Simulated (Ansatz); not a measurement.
**Ta2H: uniaxial strain along a**

The task here is to estimate one member of a computed series from the others.

Method: DFT PBEsol, scalar-relativistic, plane waves, PAW, in Ansatz 0.2.0.

## The structure to begin with

It takes space group P-4m2 (No. 115, tetragonal). The conventional cell has a = 3.372 Å, b = 3.372 Å, c = 3.410 Å, α = 90.00°, β = 90.00°, γ = 90.00°. Around Ta (site symmetry 2mm) lie 2 H at 1.90 Å. Around H (site symmetry -4m2) lie 4 Ta at 1.90 Å.

Coordinates:

```cif
data_structure
_symmetry_space_group_name_H-M 'P-4m2'
_symmetry_Int_Tables_number 115
_cell_length_a 3.3724
_cell_length_b 3.3724
_cell_length_c 3.4101
_cell_angle_alpha 90.000
_cell_angle_beta 90.000
_cell_angle_gamma 90.000
_cell_volume 38.78
loop_
_atom_site_label
_atom_site_type_symbol
_atom_site_symmetry_multiplicity
_atom_site_Wyckoff_symbol
_atom_site_fract_x
_atom_site_fract_y
_atom_site_fract_z
_atom_site_occupancy
Ta1 Ta 2 g 0.50000 0.00000 0.74132 1
H1 H 1 a 0.00000 0.00000 0.00000 1
```

The structure comes from the Materials Project (structure only).

The first run:

(A quick probe on a coarse mesh, which set the mesh and smearing, is not shown.)

input.yaml

```yaml
crystal:
  lattice:
    - [3.3724355169, 0.0, 0.0]
    - [0.0, 3.3724355169, 0.0]
    - [0.0, 0.0, 3.41011164]
  atoms:
    - { symbol: Ta, position: [0.5, 0.0, 0.74132262] }
    - { symbol: Ta, position: [0.0, 0.5, 0.25867738] }
    - { symbol: H, position: [0.0, 0.0, 0.0] }
basis:
  ecutwfc: 420
kpoints:
  mp_grid: { grid: [12, 12, 12] }
hamiltonian:
  xc: pbesol
scf:
  occupations: { method: gaussian, width: 0.1 }
output:
  forces: true
  stress: true
  eigenvalues: true
relax:
  adjacent_minimum: "off"
  f_tol: 0.005
  max_steps: 80
  cell: { stress_tol: 0.05 }
```

Steps of the session up to this table: The relaxation; The unstrained reference; Strain -2.0 %; Strain +2.0 %; The cell strained by -4.0 %; At +4.0 %; Strain -6.0 %; At +6.0 %.

One table of the session follows, with a row left open; its other results are not shown here.

Lengths are those of the vectors of the cell that was run; stresses in GPa:

```
strain (%)  ΔE (meV/atom)  a (Å)  b (Å)  c (Å)
      -6.0           26.5  3.146  3.452  3.449
      -4.0              ?      ?      ?      ?
      -2.0            2.2  3.280  3.384  3.409
      +0.0            0.0  3.347  3.347  3.393
      +2.0            1.9  3.414  3.315  3.371
      +4.0            8.6  3.481  3.291  3.346
      +6.0           20.7  3.548  3.267  3.324
```

**Question.** Estimate the row for strain (%) = -4.0.

Worked estimate for «ΔE (meV/atom)». A straight line through the neighbours (-6.0, 26.5) and (-2.0, 2.2) gives 26.5 + (2.2 − 26.5) × (-4.0 + 6.0) / (-2.0 + 6.0) = 14.3; a parabola fitted to 3 rows on both sides gives 11.0.

As computed: ΔE (meV/atom): 10.6; a (Å): 3.213; b (Å): 3.417; c (Å): 3.428. In «ΔE (meV/atom)» the line misses by +3.7 and the parabola by +0.4.

ΔE is over the unstrained cell. Stress in GPa, positive in compression, on the Cartesian axes of the input. 
